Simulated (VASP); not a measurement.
# BN (P6_3/mmc) in VASP: band structure with PBE-EpsX

Aim: the band structure of BN with PBE-EpsX.

All numbers are computed with VASP 6.6.1; they aren't measurements. Logs are shortened: lines on timing, memory, paths and dates and some standing lists are left out, and cuts for length are marked.

### Step 1. The structure

It takes space group P6_3/mmc (No. 194, hexagonal). Conventional cell: a = 2.507 Å, b = 2.507 Å, c = 6.586 Å, α = 90.00°, β = 90.00°, γ = 120.00°. B (site symmetry -6m2) has 3 N at 1.45 Å as nearest neighbours. N (site symmetry -6m2) is surrounded by 3 B at 1.45 Å.

### Step 2. Band structure, PBE-EpsX

The input, POSCAR:

```
BN                                      
1.0
    2.5068135169      0.0000000000      0.0000000000
   -1.2534067585      2.1709641834      0.0000000000
    0.0000000000      0.0000000000      6.5855237913
  B               N             
     2     2
Direct
     0.3333333300000021    0.6666666699999979    0.2500000000000000
     0.6666666699999979    0.3333333300000021    0.7500000000000000
     0.3333333300000021    0.6666666699999979    0.7500000000000000
     0.6666666699999979    0.3333333300000021    0.2500000000000000
```

The input, INCAR.step1:

```
  PREC = Accurate
  ENCUT = 520
  EDIFF = 1E-8
  ISMEAR = 0
  SIGMA = 0.02
  LREAL = F
  LASPH = T
  NELM = 60
  ALGO = Normal
  ISIF = 2
  LWAVE = F
  LCHARG = F
  KPAR = 4
  GGA = PE
  LEPSILON = T
```

The input, KPOINTS.step1:

```
Automatic mesh
0
G
  15 15 6
  0 0 0
```

The input, INCAR.step2:

```
  PREC = Accurate
  ENCUT = 520
  EDIFF = 1E-5
  ISMEAR = 0
  SIGMA = 0.02
  LREAL = F
  LASPH = T
  NELM = 60
  ALGO = Normal
  ISIF = 2
  LWAVE = T
  LCHARG = F
  KPAR = 4
  GGA = PE
```

The input, KPOINTS.step2:

```
regular mesh
0
Gamma
  9 9 4
```

The input, INCAR.step3:

```
  PREC = Accurate
  ENCUT = 520
  EDIFF = 1E-7
  ISMEAR = 0
  SIGMA = 0.02
  LREAL = F
  LASPH = T
  NELM = 60
  ALGO = Normal
  ISIF = 2
  LWAVE = F
  LCHARG = F
  GGA = PE
  LHFCALC = T
  AEXX = 0.2439
  PRECFOCK = Fast
  HFRCUT = -1
  KPAR = 4
  ISTART = 1
```

The input, KPOINTS.step3:

```
regular mesh
0
Gamma
  9 9 4
```

The input, KPOINTS_OPT:

```
path GMKGALHA,LM,KH
12
line-mode
reciprocal
 0.0000000000  0.0000000000  0.0000000000  G
 0.5000000000  0.0000000000  0.0000000000  M

 0.5000000000  0.0000000000  0.0000000000  M
 0.3333333333  0.3333333333  0.0000000000  K

 0.3333333333  0.3333333333  0.0000000000  K
 0.0000000000  0.0000000000  0.0000000000  G

 0.0000000000  0.0000000000  0.0000000000  G
 0.0000000000  0.0000000000  0.5000000000  A

 0.0000000000  0.0000000000  0.5000000000  A
 0.5000000000  0.0000000000  0.5000000000  L

 0.5000000000  0.0000000000  0.5000000000  L
 0.3333333333  0.3333333333  0.5000000000  H

 0.3333333333  0.3333333333  0.5000000000  H
 0.0000000000  0.0000000000  0.5000000000  A

 0.5000000000  0.0000000000  0.5000000000  L
 0.5000000000  0.0000000000  0.0000000000  M

 0.3333333333  0.3333333333  0.0000000000  K
 0.3333333333  0.3333333333  0.5000000000  H
```

Potentials or basis: VASP PAW PBE potentials, release 64 (B, N).

Started as:

```console
$ cat potpaw_PBE.64/B/POTCAR potpaw_PBE.64/N/POTCAR > POTCAR
$ cp INCAR.step1 INCAR
$ cp KPOINTS.step1 KPOINTS
$ mpirun -np 4 vasp_std > vasp.out
$ cp INCAR.step2 INCAR
$ cp KPOINTS.step2 KPOINTS
$ mpirun -np 4 vasp_std > vasp.out
$ cp INCAR.step3 INCAR
$ cp KPOINTS.step3 KPOINTS
$ mpirun -np 4 vasp_std > vasp.out
```

OUTCAR:

```text
PREC = Accurate
   ENCUT = 520
   EDIFF = 1E-7
   ISMEAR = 0
   LREAL = F
   LASPH = T
   NELM = 60
   ISIF = 2
   GGA = PE
   LHFCALC = T
   AEXX = 0.2439
   PRECFOCK = Fast
   ISTART = 1

 ion  position               nearest neighbor table
   1  0.333  0.667  0.250-   4 1.45   4 1.45   4 1.45
   2  0.667  0.333  0.750-   3 1.45   3 1.45   3 1.45
   3  0.333  0.667  0.750-   2 1.45   2 1.45   2 1.45
   4  0.667  0.333  0.250-   1 1.45   1 1.45   1 1.45

  LATTYP: Found a hexagonal cell.
 ALAT       =     2.5068135169
 C/A-ratio  =     2.6270497374

  Lattice vectors:

 A1 = (   2.5068135169,   0.0000000000,   0.0000000000)
 A2 = (  -1.2534067585,   2.1709641834,   0.0000000000)
 A3 = (   0.0000000000,   0.0000000000,   6.5855237913)

Analysis of symmetry for initial positions (statically):
=====================================================================
 Subroutine PRICEL returns:
 Original cell was already a primitive cell.

 Routine SETGRP: Setting up the symmetry group for a
 hexagonal supercell.

 Subroutine GETGRP returns: Found 24 space group operations
 (whereof 12 operations were pure point group operations)
 out of a pool of 24 trial point group operations.

The static configuration has the point symmetry D_3d.
 The point group associated with its full space group is D_6h.

Analysis of symmetry for dynamics (positions and initial velocities):
=====================================================================
 Subroutine PRICEL returns:
 Original cell was already a primitive cell.

 Routine SETGRP: Setting up the symmetry group for a
 hexagonal supercell.

 Subroutine GETGRP returns: Found 24 space group operations
 (whereof 12 operations were pure point group operations)
 out of a pool of 24 trial point group operations.

The dynamic configuration has the point symmetry D_3d.
 The point group associated with its full space group is D_6h.

 Subroutine INISYM returns: Found 24 space group operations
 (whereof 12 operations are pure point group operations),
 and found     1 'primitive' translations

----------------------------------------------------------------------------------------

                                     Primitive cell

  volume of cell :      35.8398

  direct lattice vectors                    reciprocal lattice vectors
     2.506813517  0.000000000  0.000000000     0.398912800  0.230312413  0.000000000
    -1.253406758  2.170964183  0.000000000     0.000000000  0.460624826  0.000000000
     0.000000000  0.000000000  6.585523791     0.000000000  0.000000000  0.151848210

  length of vectors
     2.506813517  2.506813513  6.585523791     0.460624826  0.460624826  0.151848210

  position of ions in fractional coordinates (direct lattice)
     0.333333330  0.666666670  0.250000000
     0.666666670  0.333333330  0.750000000
     0.333333330  0.666666670  0.750000000
     0.666666670  0.333333330  0.250000000

  ion indices of the primitive-cell ions
   primitive index   ion index
                 1           1
                 2           2
                 3           3
                 4           4

----------------------------------------------------------------------------------------

 KPOINTS: regular mesh

Automatic generation of k-mesh.
 Grid dimensions read from file:
 generate k-points for:    9    9    4

 Generating k-lattice:

  Cartesian coordinates                     Fractional coordinates (reciprocal lattice)
     0.044323644  0.025590268  0.000000000     0.111111111 -0.000000000  0.000000000
     0.000000000  0.051180536  0.000000000     0.000000000  0.111111111  0.000000000
     0.000000000  0.000000000  0.037962053     0.000000000  0.000000000  0.250000000

  Length of vectors
     0.051180536  0.051180536  0.037962053

  Shift w.r.t. Gamma in fractional coordinates (k-lattice)
     0.000000000  0.000000000  0.000000000

 Subroutine IBZKPT returns following result:
 ===========================================

 Found     36 irreducible k-points:

 Following reciprocal coordinates:
            Coordinates               Weight
  0.000000  0.000000  0.000000      1.000000
  0.111111  0.000000  0.000000      6.000000
  0.222222  0.000000  0.000000      6.000000
  0.333333  0.000000  0.000000      6.000000
  0.444444  0.000000  0.000000      6.000000
  0.111111  0.111111  0.000000      6.000000
[... 16 lines left out ...]
  0.333333  0.222222  0.250000     24.000000
  0.333333  0.333333  0.250000      4.000000
 [... further k-points ...]
   k-points           NKPTS =     36   k-points in BZ     NKDIM =    324   number of bands    NBANDS=     12
   number of dos      NEDOS =    301   number of ions     NIONS =      4
   total plane-waves  NPLWV =  20000
   dimension x,y,z NGX =    20 NGY =   20 NGZ =   50
   dimension x,y,z NGXF=    40 NGYF=   40 NGZF=  100
   ions per type =               2   2
   NGX,Y,Z   is equivalent  to a cutoff of  13.26, 13.26, 12.62 a.u.
   NGXF,Y,Z  is equivalent  to a cutoff of  26.53, 26.53, 25.24 a.u.
 SYSTEM =  unknown system
   PREC   = accura    normal or accurate (medium, high low for compatibility)
   ISTART =      1    job   : 0-new  1-cont  2-samecut
   ICHARG =      0    charge: 1-file 2-atom 10-const
   ISPIN  =      1    spin polarized calculation?
   LNONCOLLINEAR =      F non collinear calculations
   LSORBIT =      F    spin-orbit coupling
   LASPH  =      T    aspherical Exc in radial PAW
   ENCUT  =  520.0 eV  38.22 Ry    6.18 a.u.   4.66  4.66 12.24*2*pi/ulx,y,z
   NELM   =     60;   NELMIN=  2; NELMDL=  0     # of ELM steps
   EDIFF  = 0.1E-06   stopping-criterion for ELM
   LREAL  =      F    real-space projection
   EDIFFG = 0.1E-05   stopping-criterion for IOM
   NSW    =      0    number of steps for IOM
   IBRION =     -1    ionic relax: 0-MD 1-quasi-New 2-CG
   NFREE  =      0    steps in history (QN), initial steepest desc. (CG)
   ISIF   =      2    stress and relaxation
   ISYM   =      3    0-nonsym 1-usesym 2-fastsym
   POTIM  = 0.5000    time-step for ionic-motion
   TEBEG  =    0.0;   TEEND  =   0.0 temperature during run
   PSTRESS=    0.0 pullay stress
   NELECT =      16.0000    total number of electrons
   NUPDOWN=      -1.0000    fix difference up-down
   EMIN   =  10.00;   EMAX   =-10.00  energy-range for DOS
   EFERMI =   0.00;   METHOD = LEGACY
   ISMEAR =     0;   SIGMA  =   0.02  broadening in eV -4-tet -1-fermi 0-gaus
   EFERMI_NEDOS =   21; number of points for ismear=-14 and -15
   IALGO  =     38    algorithm
   IMIX   =      1    mixing-type and parameters
     AMIX     =   0.40;   BMIX     =  1.00
     AMIX_MAG =   1.60;   BMIX_MAG =  1.00
  volume/ion in A,a.u.               =       8.96        60.46
  Fermi-wavevector in a.u.,A,eV,Ry     =   1.251199  2.364424 21.299916  1.565500
  Thomas-Fermi vector in A             =   2.385158
   LORBIT       =      0    0 simple, 1 ext, 2 COOP (PROOUT), +10 PAW based schemes
   GGA     = PE    functional components
   LHFCALC =     T    Hartree Fock is set to
   PRECFOCK=fast      Normal, Fast or Accurate (Low or Medium for compatibility)
   ENCUT4O =  -1.0   cutoff for four orbital integrals eV
   NKREDX  =     1    reduce k-point grid by
   NKREDY  =     1    reduce k-point grid by
   NKREDZ  =     1    reduce k-point grid by
   AEXX    =    0.2439 exact exchange contribution
   HFSCREEN=    0.0000 screening length (either q_TF or 0.3 A-1)
   HFSCREENC=   0.0000 screening length for correlation (either q_TF or 0.3 A-1)
   ENCUTFOCK=  -1.0 apply spherical cutoff to Coloumb kernel
   IVDW    =     0    specifies the selected vdW correction
   LEPSILON=     F    determine dielectric tensor
   LRPA    =     F    only Hartree local field effects (RPA)
 non-spin polarized calculation
 Gauss-broadening in eV      SIGMA  =   0.02
  energy-cutoff  :      520.00
  volume of cell :       35.84
 maximum number of plane-waves:       985
 NGX is ok and might be reduce to    20
  NGX = 12; NGY = 12; NGZ = 32

 number of electron      15.9999997 magnetization

 Free energy of the ion-electron system (eV)
  ---------------------------------------------------
  ext. energy  EPLUGINS =         0.00000000
  ---------------------------------------------------
  free energy    TOTEN  =       -42.48343331 eV

  energy without entropy =      -42.48343331  energy(sigma->0) =      -42.48343331

 E-fermi :   1.2535     XC(G=0):  -8.0261

 val. band max:        1.1550927695   @ k =   0.3333   0.3333   0.5000
 cond. band min:       7.5635103818   @ k =   0.4444   0.1111   0.0000
 fundamental gap:      6.4084176123
 Fermi energy:         1.2535340623

 k-point     1 :       0.0000    0.0000    0.0000
  band No.  band energies     occupation
      1     -18.4243      2.00000
      2     -18.0917      2.00000
      3      -5.6900      2.00000
      4      -3.2728      2.00000
      5      -0.4259      2.00000
      6      -0.4259      2.00000
      7      -0.3804      2.00000
      8      -0.3804      2.00000
      9       8.3208      0.00000
     10      13.9982      0.00000
     11      15.1290      0.00000
     12      15.1291      0.00000

 k-point     2 :       0.1111    0.0000    0.0000
  band No.  band energies     occupation
      1     -18.1638      2.00000
      2     -17.8404      2.00000
      3      -5.3240      2.00000
      4      -2.9445      2.00000
      5      -1.4658      2.00000
      6      -1.4217      2.00000
      7      -0.9021      2.00000
      8      -0.8488      2.00000
      9       8.7602      0.00000
     10      13.8175      0.00000
     11      14.8033      0.00000
     12      15.1297      0.00000

 k-point     3 :       0.2222    0.0000    0.0000
  band No.  band energies     occupation
      1     -17.4083      2.00000
      2     -17.1135      2.00000
      3      -4.2523      2.00000
      4      -3.8637      2.00000
      5      -3.7962      2.00000
      6      -2.0041      2.00000
      7      -1.9204      2.00000
      8      -1.8551      2.00000
      9       9.8711      0.00000
     10      12.8553      0.00000
     11      13.6425      0.00000
     12      14.1744      0.00000
[... 286 lines left out ...]
 k-point    23 :       0.3333    0.2222    0.2500
  band No.  band energies     occupation
      1     -14.6978      2.00000
      2     -14.6267      2.00000
      3      -7.8336      2.00000
      4      -7.7699      2.00000
      5      -5.6281      2.00000
      6      -5.5690      2.00000
      7       0.1899      2.00000
      8       0.9212      2.00000
      9       8.1144      0.00000
     10       8.6541      0.00000
     11      15.1961      0.00000
     12      15.3325      0.00000

 k-point    24 :       0.3333    0.3333    0.2500
  band No.  band energies     occupation
      1     -14.3086      2.00000
      2     -14.3086      2.00000
      3      -7.5418      2.00000
      4      -7.4119      2.00000
      5      -6.8037      2.00000
      6      -6.8037      2.00000
      7       1.1111      2.00000
      8       1.1111      2.00000
      9       8.0210      0.00000
     10       8.0210      0.00000
     11      14.1582      0.00000
     12      16.4968      0.00000

 [... further k-points ...]
[... 5 lines left out ...]
  --------------------------------------------------------------------------------------
  -------------------------------------------------------------------------------------
  Total       -0.9823833     -0.9823833      0.5232105      0.0000000     -0.0000000      0.0000000
  in kB      -43.9163805    -43.9163803     23.3895596      0.0000000     -0.0000000      0.0000000
  external PRESSURE =     -21.4810671 kB  Pullay stress =       0.0000000 kB

 VOLUME and BASIS-vectors are now :
 -----------------------------------------------------------------------------
  energy-cutoff  :      520.00
  volume of cell :       35.84
      direct lattice vectors                 reciprocal lattice vectors
     2.506813517  0.000000000  0.000000000     0.398912800  0.230312413  0.000000000
    -1.253406758  2.170964183  0.000000000     0.000000000  0.460624826  0.000000000
     0.000000000  0.000000000  6.585523791     0.000000000  0.000000000  0.151848210

 POSITION                                       TOTAL-FORCE (eV/Angst)
 -----------------------------------------------------------------------------------
     -0.00000      1.44731      1.64638        -0.000000      0.000000      0.000000
      1.25341      0.72365      4.93914         0.000000      0.000000      0.000000
     -0.00000      1.44731      4.93914         0.000000      0.000000     -0.000000
      1.25341      0.72365      1.64638        -0.000000      0.000000     -0.000000
 -----------------------------------------------------------------------------------
    total drift:                                0.000001      0.000000      0.000000

  FREE ENERGIE OF THE ION-ELECTRON SYSTEM (eV)
  ---------------------------------------------------
  free  energy   TOTEN  =       -42.4834333100 eV

  energy  without entropy=      -42.4834333100  energy(sigma->0) =      -42.48343331
```

Run time: 16 min. Hardware: 4 MPI ranks of Intel Xeon Platinum 8488C (Sapphire Rapids), shared host; peak memory 0.39 GiB.

What came out:

```
Free energy             : -42.4834 eV
Pressure                : -2.1 GPa
Band gap on the k mesh  : 6.41 eV, indirect (least direct gap 6.73 eV)
Band gap along the path : 6.21 eV, indirect (least direct gap 6.72 eV)
```

Levels at the corners of the path, in eV from the valence-band top:
```
point  band 5  band 6  band 7  band 8  band 9  band 10  band 11  band 12
    Γ   -1.64   -1.64   -1.59   -1.59    7.11    12.79    13.94    14.00
    M   -4.68   -4.60   -1.63   -0.51    6.21     7.78    11.70    12.13
    M   -4.68   -4.60   -1.63   -0.51    6.21     7.78    11.70    12.13
    K   -8.01   -8.01   -0.14   -0.14    6.94     6.94    12.60    15.53
    K   -8.01   -8.01   -0.14   -0.14    6.94     6.94    12.60    15.53
    Γ   -1.64   -1.64   -1.59   -1.59    7.11    12.79    13.94    13.98
    Γ   -1.64   -1.64   -1.59   -1.59    7.11    12.79    13.93    14.01
    A   -1.61   -1.61   -1.61   -1.61    9.73     9.73    13.99    13.99
    A   -1.61   -1.61   -1.61   -1.61    9.73     9.73    13.99    13.99
    L   -4.64   -4.64   -1.05   -1.05    6.71     6.71    12.13    12.13
    L   -4.64   -4.64   -1.05   -1.05    6.71     6.71    12.13    12.13
    H   -8.02   -8.02   -0.05   -0.05    6.68     6.68    13.92    13.92
    H   -8.02   -8.02   -0.05   -0.05    6.68     6.68    13.92    13.92
    A   -1.61   -1.61   -1.61   -1.61    9.73     9.73    13.99    13.99
    L   -4.64   -4.64   -1.05   -1.05    6.71     6.71    12.13    12.13
    M   -4.68   -4.60   -1.63   -0.51    6.21     7.78    11.70    12.13
    K   -8.01   -8.01   -0.14   -0.14    6.94     6.94    12.60    15.53
    H   -8.02   -8.02   -0.05   -0.05    6.68     6.68    13.92    13.92
```

Caveat: the PAW data sets were made with another functional, which shifts forces and pressure a little; the mesh misses the band edges, which the band path finds closer together.
